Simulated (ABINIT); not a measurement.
The system is Si2W.

```
W Si
1.0
    -1.60690    1.60690    3.91495
     1.60690   -1.60690    3.91495
     1.60690    1.60690   -3.91495
W Si
1 2
Direct
  0.00000 0.00000 0.00000
  0.66530 0.66530 0.00000
  0.33470 0.33470 0.00000
```

| Property | Result |
| --- | --- |
| Program | ABINIT 10.8.3 (patched build) |
| Task | relaxation of cell and atoms |
| Functional | PBE |
| Potentials or basis | PseudoDojo NC SR PBE v0.4.1 standard |
| Cutoff | 1007 eV |
| k mesh | 9 × 9 × 9 |
| Occupations | fermi-dirac, width 0.05 eV |
| Spin | no spin polarisation |

At the start: pressure 3.4 GPa; volume 13.48 Å³/atom.

**Question.** Where does the relaxation end?

**Answer.** Over 8 steps the energy falls by 2.1 meV/atom and the volume is 13.68 Å³/atom (+1.5 %); space group I4/mmm (No. 139, to 0.05 Å).

The path:
```csv
step,energy change (eV),largest force (eV/Å),pressure (GPa),volume (Å³)
1,0.0000,0.0443,3.38,40.44
2,-0.0057,0.0069,0.99,40.86
3,-0.0063,0.0066,0.02,41.03
4,-0.0063,0.0056,0.00,41.04
5,-0.0063,0.0030,-0.01,41.04
6,-0.0063,0.0021,0.00,41.04
7,-0.0063,0.0004,0.00,41.04
8,-0.0063,0.0000,0.00,41.04
```

Final structure:
```
W Si
1.0
    -1.61521    1.61521    3.93274
     1.61521   -1.61521    3.93274
     1.61521    1.61521   -3.93274
W Si
1 2
Direct
  0.00000 0.00000 0.00000
  0.66533 0.66533 0.00000
  0.33467 0.33467 0.00000
```
